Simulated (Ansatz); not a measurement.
## Honeycomb SnTe bilayer (like faces together) in a perpendicular field

Wanted: the out-of-plane response of the honeycomb SnTe bilayer (like faces together). A positive field points along +c.

Main program and level: Ansatz 0.2.0; plane-wave DFT, PBE-D3(BJ), Ansatz PAW, in the first sound run; inputs show where later runs differ.

**1. The structure**

The cell holds 4 atoms: 2 Te and 2 Sn. Its edges and angles: a = 4.180 Å, b = 4.180 Å, c = 43.780 Å, α = 90.0°, β = 90.0°, γ = 120.0°. Regions: layer 1: honeycomb SnTe, 2 atoms (1 Te and 1 Sn); layer 2: honeycomb SnTe, 2 atoms (1 Te and 1 Sn). Vacuum lies along c.

**2. Relaxing the slab**

The starting cell is a guess, so the in-plane lattice and the atoms are relaxed first, with the slab cut off from its images along the normal.

File input.yaml:

```yaml
crystal:
  lattice:
    - [4.18, 0.0, 0.0]
    - [-2.09, 3.6199861878, 0.0]
    - [0.0, 0.0, 43.7800000009]
  atoms:
    - { symbol: Te, position: [0.6666666667, 0.3333333333, 0.4271356784] }
    - { symbol: Sn, position: [0.3333333333, 0.6666666667, 0.4657377798] }
    - { symbol: Te, position: [0.0, 0.0, 0.5728643216] }
    - { symbol: Sn, position: [0.6666666667, 0.3333333333, 0.5342622202] }
  periodic: [true, true, false]
kpoints:
  mp_grid: { grid: [12, 12, 1] }
hamiltonian:
  xc: pbe
  dispersion: d3bj
scf:
  occupations: { method: fermi_dirac, width: 0.05 }
  convergence: { dr2_threshold: 1.0e-09 }
relax:
  f_tol: 0.004
  max_steps: 90
  cell: {}
output:
  write_potential: true
  write_density: true
  volumetric_format: npy
```

Started as:

```console
ansatz run input.yaml --threads 4 --pin off --max-ram 6144MiB --backend cpu --events-out ev --progress --plain --runs-dir out
```

Numbers of over 12 decimals in the logs are rounded to 6 here.

Output:

```text
Warning: relax.cell: scf.convergence.dr2_threshold = 1e-9 eV is looser than the 1.49084398179e-10 eV advised for a relaxation that steers and ends on the stress (1e-10 eV for each atom of the cell: 4, times the square of relax.cell.stress_2d_tol = 0.05 N/m over 16.4 Å (the atoms' height at the walk's start and 5 Å past either face), 3.053e-2 GPa, over a crystal's default 0.05). What an SCF threshold leaves in a stress goes as its square root, and in the free energy as the threshold itself, and one threshold admits the most on a small cell: [figures from the program's tests cut] Set scf.convergence.dr2_threshold to 1.49084398179e-10 eV or tighter. [rest of the remark cut]
Engine: ansatz 0.2.0, x86_64-unknown-linux-gnu
Pseudopotentials: kind: paw
Pseudopotential: Te, paw, valence charge 16, recommended cutoff 420 eV (normal), Te.paw.azcp
Pseudopotential: Sn, paw, valence charge 14, recommended cutoff 420 eV (normal), Sn.paw.azcp
Functional definition: PBE
  parameter kappa = 0.804
  parameter beta = 0.066725
  exchange = pbe_x(kappa = kappa, mu = beta*pi^2/3)
  correlation = pbe_c(beta = beta)
Crystal: 4 atoms, lattice volume = 662.459 Å³
Basis set: ecut = 420 eV, 12753 PW (Γ), exchange–correlation on 60×60×600 points (8 copies of the dense FFT grid, shifted against one another)
Bands: 36, of which v1, the nominal top of the filled ones, is band 30 counted from 1 (29 counted from 0)
Symmetry: 6 space group operations
Space group: P3m1 (ITA 156), of the structure as read, at distance tolerance 8.7e-5 Å
k-points: 19 of 144 (time reversal used)
Non-local potential: Te, projectors of the file, l = 0: 2, l = 1: 2, l = 2: 2, l = 3: 2
Non-local potential: Sn, projectors of the file, l = 0: 2, l = 1: 2, l = 2: 2, l = 3: 2
PAW form: soft (Blöchl's): semilocal exchange-correlation on the pseudo side does not see the compensation charge
PAW one-centre angular grid: Te, 590 points (default); XC on 64 Gauss nodes
PAW one-centre angular grid: Sn, 590 points (default); XC on 64 Gauss nodes
Initial density: superposition of atomic densities (neutral atoms: chi_scale 0, normalization atom), corrected by the library's trained network
Initial wavefunctions: pseudopotential atomic-orbital guess
Functional: x = pbe(κ = 0.804, μ = 0.219515), c = pbe(β = 0.066725)
SCF iter   1: F=—  HF=-26010.277562 eV  |F-HF|=—  |Δ(HF+E_count)|=         —  Δρ=6.39e-4  dr2=1.61e-2  ethr=1.77e-3  ⟨swp⟩=14.2  Hψ=4182  notcnv=0
preconditioner: auto → Resta (q_TF=auto, 1.828 Å⁻¹)  ε∞=1.7  [insulator: Δε(μ)=0.750 eV  Ē_g=7.485 eV  σ=0.050 eV  W_gap=1.00  n_scr=78 (ndim 8)  ℏωp=6.5 eV  f_vac=0.759  D(μ)=0.00/eV (n_scr^D=0)  ε∞_Penn≈1.7  vacuum switching on, ρ_ref=4.1e-3 e/Å³]
SCF iter   2: F=—  HF=-26010.280121 eV  |F-HF|=—  |Δ(HF+E_count)|=   2.56e-3  Δρ=8.26e-4  dr2=8.46e-2  ethr=2.68e-5  ⟨swp⟩=4.6  Hψ=2030  notcnv=0  defer=9
SCF iter   3: F=—  HF=-26010.274447 eV  |F-HF|=—  |Δ(HF+E_count)|=   5.67e-3  Δρ=3.70e-4  dr2=9.19e-3  ethr=2.68e-5  ⟨swp⟩=3.4  Hψ=1007  notcnv=0  defer=10
SCF iter   4: F=—  HF=-26010.274253 eV  |F-HF|=—  |Δ(HF+E_count)|=   1.94e-4  Δρ=2.20e-4  dr2=9.01e-4  ethr=1.53e-5  ⟨swp⟩=1.8  Hψ=759  notcnv=0  defer=10
SCF iter   5: F=—  HF=-26010.274776 eV  |F-HF|=—  |Δ(HF+E_count)|=   5.24e-4  Δρ=1.00e-4  dr2=8.51e-5  ethr=1.50e-6  ⟨swp⟩=3.6  Hψ=1094  notcnv=0  defer=10
SCF iter   6: F=—  HF=-26010.274956 eV  |F-HF|=—  |Δ(HF+E_count)|=   1.80e-4  Δρ=4.01e-5  dr2=1.15e-5  ethr=1.42e-7  ⟨swp⟩=2.9  Hψ=1049  notcnv=0  defer=10
SCF iter   7: F=—  HF=-26010.274968 eV  |F-HF|=—  |Δ(HF+E_count)|=   1.24e-5  Δρ=1.14e-5  dr2=1.30e-6  ethr=1.92e-8  ⟨swp⟩=3.2  Hψ=1456  notcnv=0  defer=10
SCF iter   8: F=—  HF=-26010.274826 eV  |F-HF|=—  |Δ(HF+E_count)|=   1.42e-4  Δρ=3.34e-6  dr2=9.05e-8  ethr=2.16e-9  ⟨swp⟩=3.0  Hψ=1479  notcnv=0  defer=10
SCF iter   9: F=—  HF=-26010.274827 eV  |F-HF|=—  |Δ(HF+E_count)|=   1.77e-7  Δρ=1.18e-6  dr2=2.13e-8  ethr=1.51e-10  ⟨swp⟩=2.9  Hψ=1361  notcnv=0  defer=10
SCF iter  10: F=—  HF=-26010.274827 eV  |F-HF|=—  |Δ(HF+E_count)|=   1.99e-9  Δρ=3.24e-7  dr2=1.33e-9  ethr=3.55e-11  ⟨swp⟩=2.7  Hψ=1201  notcnv=0  defer=10
SCF iter  11: F=-26010.274827 eV  HF=-26010.274827 eV  |F-HF|=1.22e-9  |Δ(HF+E_count)|=   2.05e-9  Δρ=8.90e-8  dr2=1.04e-10  ethr=1.67e-12  ⟨swp⟩=11.4  Hψ=4575  notcnv=0
SCF 1 converged in 11 iterations: F = -26010.274827 eV  dr2 = 1.04e-10
  greatest PAW one-centre occupation: 0.998 electrons in one spin orbital (limit 2), on the Te atom at site 2 (counted from 0), in its partial waves of l = 2
relax step   1: F+E_penalty+E_count = -26010.27482658 eV  Δ(F+E_penalty+E_count) = +0.000e0 eV  max|allowed force component| = 9.154e-2 eV/Å  Δτ_max = 0.0000 Å  P = +0.295 N/m  Ω = 662.459 Å³  fix = [c, alpha, beta]  reactions: c +0.000 N/m  (11 SCF iters, accepted)
Crystal: 4 atoms, lattice volume = 667.123 Å³
Basis set: ecut = 420 eV, 12825 PW (Γ), exchange–correlation on 60×60×600 points (8 copies of the dense FFT grid, shifted against one another)
Initial density: handed on by an earlier stage of this run
Initial wavefunctions: those handed on with the density
iter 1 solved again at ethr=1.09e-4 eV; its pass at ethr=3.10e-3 eV (dr2=6.57e-2 eV) is discarded
SCF iter   1: F=—  HF=-26010.267760 eV  |F-HF|=—  |Δ(HF+E_count)|=         —  Δρ=3.39e-3  dr2=6.53e-2  ethr=1.09e-4  ⟨swp⟩=2.2  Hψ=4797  notcnv=0
preconditioner: auto → Resta (q_TF=auto, 1.826 Å⁻¹)  ε∞=1.7  [insulator: Δε(μ)=0.555 eV  Ē_g=7.590 eV  σ=0.050 eV  W_gap=0.99  n_scr=78 (ndim 8)  ℏωp=6.4 eV  f_vac=0.770  D(μ)=0.02/eV (n_scr^D=0)  ε∞_Penn≈1.7  vacuum switching on, ρ_ref=4.2e-3 e/Å³]
SCF iter   2: F=—  HF=-26010.268010 eV  |F-HF|=—  |Δ(HF+E_count)|=   2.50e-4  Δρ=1.72e-3  dr2=4.61e-2  ethr=1.09e-4  ⟨swp⟩=3.0  Hψ=1011  notcnv=0
SCF iter   3: F=—  HF=-26010.269265 eV  |F-HF|=—  |Δ(HF+E_count)|=   1.25e-3  Δρ=1.40e-3  dr2=6.50e-2  ethr=7.68e-5  ⟨swp⟩=3.9  Hψ=1219  notcnv=0
SCF iter   4: F=—  HF=-26010.268789 eV  |F-HF|=—  |Δ(HF+E_count)|=   4.76e-4  Δρ=7.27e-4  dr2=6.58e-2  ethr=7.68e-5  ⟨swp⟩=3.4  Hψ=1011  notcnv=0  defer=1
SCF iter   5: F=—  HF=-26010.264765 eV  |F-HF|=—  |Δ(HF+E_count)|=   4.02e-3  Δρ=2.51e-4  dr2=1.01e-3  ethr=7.68e-5  ⟨swp⟩=2.5  Hψ=919  notcnv=0  defer=7
SCF iter   6: F=—  HF=-26010.264643 eV  |F-HF|=—  |Δ(HF+E_count)|=   1.22e-4  Δρ=4.97e-5  dr2=2.22e-5  ethr=1.69e-6  ⟨swp⟩=2.4  Hψ=1106  notcnv=0  defer=7
SCF iter   7: F=—  HF=-26010.264674 eV  |F-HF|=—  |Δ(HF+E_count)|=   3.09e-5  Δρ=1.53e-5  dr2=1.36e-6  ethr=3.71e-8  ⟨swp⟩=2.9  Hψ=1241  notcnv=0  defer=7
[...]
SCF iter   8: F=—  HF=-26010.279775 eV  |F-HF|=—  |Δ(HF+E_count)|=   1.42e-4  Δρ=2.92e-6  dr2=6.97e-8  ethr=1.21e-9  ⟨swp⟩=2.4  Hψ=1250  notcnv=0  defer=3
SCF iter   9: F=—  HF=-26010.279775 eV  |F-HF|=—  |Δ(HF+E_count)|=   3.18e-8  Δρ=6.07e-7  dr2=3.43e-9  ethr=1.16e-10  ⟨swp⟩=2.9  Hψ=1386  notcnv=0  defer=3
SCF iter  10: F=-26010.279775 eV  HF=-26010.279775 eV  |F-HF|=2.18e-11  |Δ(HF+E_count)|=   5.92e-9  Δρ=2.22e-7  dr2=5.90e-10  ethr=1.67e-12  ⟨swp⟩=11.9  Hψ=4925  notcnv=0
SCF 3 converged in 10 iterations: F = -26010.279775 eV  dr2 = 5.90e-10
relax step   3: F+E_penalty+E_count = -26010.27977468 eV  Δ(F+E_penalty+E_count) = -4.948e-3 eV  max|allowed force component| = 1.194e-1 eV/Å  Δτ_max = 0.0935 Å  P = +0.705 N/m  Ω = 667.940 Å³  energy of the carried Pulay correction = -1.808e-4 eV  fix = [c, alpha, beta]  reactions: c +0.000 N/m  (10 SCF iters, accepted)
[...]
relax step   4: F+E_penalty+E_count = -26010.28318632 eV  Δ(F+E_penalty+E_count) = -3.412e-3 eV  max|allowed force component| = 1.174e-1 eV/Å  Δτ_max = 0.0183 Å  P = +0.221 N/m  Ω = 674.546 Å³  energy of the carried Pulay correction = -3.967e-4 eV  fix = [c, alpha, beta]  reactions: c +0.000 N/m  (11 SCF iters, accepted)
[...]
relax step   5: F+E_penalty+E_count = -26010.28412270 eV  Δ(F+E_penalty+E_count) = -9.364e-4 eV  max|allowed force component| = 7.182e-2 eV/Å  Δτ_max = 0.0196 Å  P = -0.070 N/m  Ω = 677.143 Å³  energy of the carried Pulay correction = -4.811e-4 eV  fix = [c, alpha, beta]  reactions: c -0.000 N/m  (9 SCF iters, accepted)
[...]
relax step   6: F+E_penalty+E_count = -26010.28449630 eV  Δ(F+E_penalty+E_count) = -3.736e-4 eV  max|allowed force component| = 1.742e-2 eV/Å  Δτ_max = 0.0129 Å  P = +0.044 N/m  Ω = 677.480 Å³  energy of the carried Pulay correction = -4.920e-4 eV  fix = [c, alpha, beta]  reactions: c +0.000 N/m  (9 SCF iters, accepted)
[...]
relax step   7: F+E_penalty+E_count = -26010.28452675 eV  Δ(F+E_penalty+E_count) = -3.046e-5 eV  max|allowed force component| = 8.036e-4 eV/Å  Δτ_max = 0.0032 Å  P = -0.002 N/m  Ω = 677.681 Å³  energy of the carried Pulay correction = -4.985e-4 eV  fix = [c, alpha, beta]  reactions: c -0.000 N/m  (7 SCF iters, accepted)
Initial wavefunctions: pseudopotential atomic-orbital guess (no wavefunctions were taken with the density)
iter 1 solved again at ethr=8.80e-7 eV; its pass at ethr=3.10e-3 eV (dr2=5.28e-4 eV) is discarded
SCF iter   1: F=—  HF=-26010.282112 eV  |F-HF|=—  |Δ(HF+E_count)|=         —  Δρ=7.40e-5  dr2=9.01e-7  ethr=8.80e-7  ⟨swp⟩=5.8  Hψ=6741  notcnv=0
eigensolver tolerance schedule: the retry pair's looser diagonalisation over-reported the residual by 584.79 of it (diagonalisation noise at 0.20 of the residual, at the tolerance the schedule requests for it); recorded, not acted on — ethr = c·dr2/N_el stays at c = 1.0e-1
SCF iter   2: F=—  HF=-26010.283938 eV  |F-HF|=—  |Δ(HF+E_count)|=   1.83e-3  Δρ=3.70e-5  dr2=2.45e-7  ethr=1.50e-9  ⟨swp⟩=3.6  Hψ=1471  notcnv=0
SCF iter   3: F=—  HF=-26010.284962 eV  |F-HF|=—  |Δ(HF+E_count)|=   1.02e-3  Δρ=6.09e-6  dr2=7.20e-7  ethr=4.08e-10  ⟨swp⟩=3.3  Hψ=1017  notcnv=0  recentre
SCF iter   4: F=—  HF=-26010.284989 eV  |F-HF|=—  |Δ(HF+E_count)|=   2.64e-5  Δρ=4.05e-6  dr2=2.32e-7  ethr=4.08e-10  ⟨swp⟩=2.7  Hψ=822  notcnv=0
SCF iter   5: F=—  HF=-26010.285017 eV  |F-HF|=—  |Δ(HF+E_count)|=   2.83e-5  Δρ=1.72e-6  dr2=5.39e-8  ethr=3.87e-10  ⟨swp⟩=2.2  Hψ=812  notcnv=0
SCF iter   6: F=—  HF=-26010.285027 eV  |F-HF|=—  |Δ(HF+E_count)|=   9.55e-6  Δρ=4.34e-7  dr2=1.86e-9  ethr=8.99e-11  ⟨swp⟩=2.3  Hψ=821  notcnv=0
SCF iter   7: F=-26010.285028 eV  HF=-26010.285027 eV  |F-HF|=8.41e-8  |Δ(HF+E_count)|=   8.35e-7  Δρ=9.98e-8  dr2=7.27e-11  ethr=1.67e-12  ⟨swp⟩=15.4  Hψ=4977  notcnv=0
SCF 8 converged in 7 iterations: F = -26010.285028 eV  dr2 = 7.27e-11
relax step   8: F+E_penalty+E_count = -26010.28502754 eV  Δ(F+E_penalty+E_count) = -5.008e-4 eV  max|allowed force component| = 7.079e-4 eV/Å  Δτ_max = 0.0000 Å  P = -0.002 N/m  Ω = 677.681 Å³  fix = [c, alpha, beta]  reactions: c -0.000 N/m  stress off target by 1.95e-3 N/m on what of the cell is left free  SCF on the basis re-selected at this cell (its energy is not comparable with the rows above)  (7 SCF iters)
basis re-selected at this cell: Δ(F+E_penalty+E_count) = -5.008e-4 eV, ΔP = -0.000 N/m vs the last step (what re-selecting the basis moved, of the pressure what is left beyond the Pulay correction that the steps carried, after the strain that the cell walked since its last selection, with what the two solves' SCF thresholds leave and, on support functions, any second-order correction that the steps lacked; it is no m [...]
WARN: The output density's exchange-correlation potential varies sharply where the density is thin. Do not read a vacuum level from v_tot or v_xc, or from such a field of the output density. On a cell that repeats whose density bears no net charge and no dipole along the vacuum's axis use v_es (v_loc + v_h of the components); under efield.dipole_correction with no amplitude use v_es + v_field, which holds any externa [...]
SCF converged after 7 iterations
Free energy (F): -26010.285028 eV
Harris-Foulkes:  -26010.285027 eV  (|F-HF|=8.41e-8)
Internal energy: -26010.284927 eV  (E = F + TS)
E sigma→0 (E₀):  -26010.284977 eV
Entropy (-TS):   -0.000101 eV (-0.025 meV/atom)
Fermi energy:    -4.366029 eV
--- Per-component energies (eV) ---
  E_band       = -1542.978464
  E_kinetic    = 730.430691
  E_local      = -174354.430294  (includes V_loc(G=0)·N_el)
  E_nonlocal   = -685.618814
  E_hartree    = 87314.874414
  E_xc         = -1012.725455
  E_vxc        = -398.361385  (∫ρ·V_xc dr)
  E_paw        = -17593.705233  (= ΣΔE_a)
  E_vpaw       = -1464.747143  (= ΣTr[D̂ρ^β])
  E_aug_tail   = -0.000396  (compensation charges beyond the density's cutoff)
  E_ewald      = 79592.001923
  E_disp       = -1.111765  (pairwise vdW)
  E_smearing   = -0.000101  (= −TS)
  E_closure    = -0.000000  (closes the sum)
  Σ components = -26010.285028   (vs F -26010.285028, Δ=0.00e0)
--- Forces (eV/Å), atoms counted from 1 ---
  atom   1  Te    -0.00000000    -0.00000000     0.00024981
  atom   2  Sn    -0.00000000    -0.00000000    -0.00064563
  atom   3  Te    -0.00000000     0.00000000     0.00070785
  atom   4  Sn     0.00000000    -0.00000000    -0.00031221
  max |Σ_I F_I| component: 1.80e-7 eV/Å
--- 2D stress c σ (N/m, compression-positive) ---
       -0.001947      -0.000000      -0.000000
       -0.000000      -0.001947      -0.000000
       -0.000000      -0.000000      -0.000000
  P = ½ c Tr σ = -0.0019 N/m
--- Band table (eV; the first three rows and the last of 19) ---
  k-point 0: bands = [... 26 lower, -5.7313, -5.5956, -5.5956, -5.0155, -3.7602, -2.3071, -2.3071, -1.9175, ... 2 higher]
  k-point 1: bands = [... 26 lower, -6.1245, -5.8437, -5.6993, -4.7615, -3.3571, -2.5693, -2.2532, -1.8878, ... 2 higher]
  k-point 2: bands = [... 26 lower, -6.2038, -6.1146, -5.9503, -4.8286, -3.3071, -2.8160, -2.1689, -1.7165, ... 2 higher]
  k-point 18: bands = [... 26 lower, -7.5999, -7.2107, -6.7172, -6.2960, -3.8698, -3.3447, -2.2562, -1.2811, ... 2 higher]
  the weakly bound empty levels are not read free of the cell's end (no_gap_told)
--- Relaxed structure (7 steps of the walk, 6 accepted, 1 SCFs on fresh bases) ---
  F+E_penalty+E_count = -26010.28502754 eV   max|allowed force component| = 7.079e-4 eV/Å   (the final SCF, on the basis selected at the relaxed cell)
  cell:  # Å, volume = 677.6806 Å³
    - [4.227750, 3.534233077919894e-18, 0]
    - [-2.113875, 3.661339, 0]
    - [0, 0, 43.7800000009]
  atoms:
    - { symbol: Te, position: [0.666667, 0.333333, 0.429090] }
    - { symbol: Sn, position: [0.333333, 0.666667, 0.467182] }
    - { symbol: Te, position: [1.5738940730301354e-17, -9.251858538489117e-17, 0.570790] }
    - { symbol: Sn, position: [0.666667, 0.333333, 0.532938] }
```

Run time: 38 s. Hardware: 4 threads of AMD EPYC 9R45, shared host; peak memory 1.3 GiB; 2.5 min of CPU time.

The steps of the relaxation:

```
step  energy less that of the first step (eV)  largest force component (eV/Å)  volume (Å³)
   1                                   0.0000                          0.0915       662.46
   2                                   0.0103                          0.0527       667.12
   3                                  -0.0049                          0.1194       667.94
   4                                  -0.0084                          0.1174       674.55
   5                                  -0.0093                          0.0718       677.14
   6                                  -0.0097                          0.0174       677.48
   7                                  -0.0097                          0.0008       677.68
  8*                                  -0.0102                          0.0007       677.68
```

Relaxation steps marked * repeat the geometry before them on a plane-wave basis chosen anew for their cell, so energy and pressure can jump there. Relaxation step 2 was tried and not accepted.

The run keeps the 6 symmetry operations that it works with, so distortions that break them were not tested.

```
cell as run  before  after  change
      a (Å)   4.180  4.228  +1.1 %
      b (Å)   4.180  4.228  +1.1 %
```

The atoms that moved most (Å, along periodic axes as changes of fractional coordinates times the final cell, across vacuum about the mean position):

```
atom     dx     dy      dz  length
 Te3  0.000  0.000  -0.091   0.091
 Te1  0.000  0.000   0.086   0.086
 Sn2  0.000  0.000   0.063   0.063
 Sn4  0.000  0.000  -0.058   0.058
```

Final coordinates:

```cif
data_structure
_symmetry_space_group_name_H-M 'P 1'
_symmetry_Int_Tables_number 1
_cell_length_a 4.2278
_cell_length_b 4.2278
_cell_length_c 43.7800
_cell_angle_alpha 90.000
_cell_angle_beta 90.000
_cell_angle_gamma 120.000
_cell_volume 677.68
loop_
_atom_site_label
_atom_site_type_symbol
_atom_site_fract_x
_atom_site_fract_y
_atom_site_fract_z
_atom_site_occupancy
Te1 Te 0.66667 0.33333 0.42909 1
Sn2 Sn 0.33333 0.66667 0.46718 1
Te3 Te 0.00000 0.00000 0.57079 1
Sn4 Sn 0.66667 0.33333 0.53294 1
```

Numbers from this step:

```yaml
energy_at_zero_smearing: -26010.2850 eV
```

The lattice constant a goes from 4.180 to 4.228 Å.

[end of part 1 of 4]

[Logs are printed without paths, hosts, clocks, repeated set-up lines and the standing remarks that a program may print on its own settings, such as how far it seeks lower states.]

[Hosts, paths, dates, database ids (printed as entryN), source tags and the programs' standing remarks are cut or masked in the printed files.]

[Maps of the electrostatic potential energy from Ansatz leave out the sawtooth potential of an applied field or a dipole correction, so their vacuum need not be flat; planar profiles and work functions include it.]
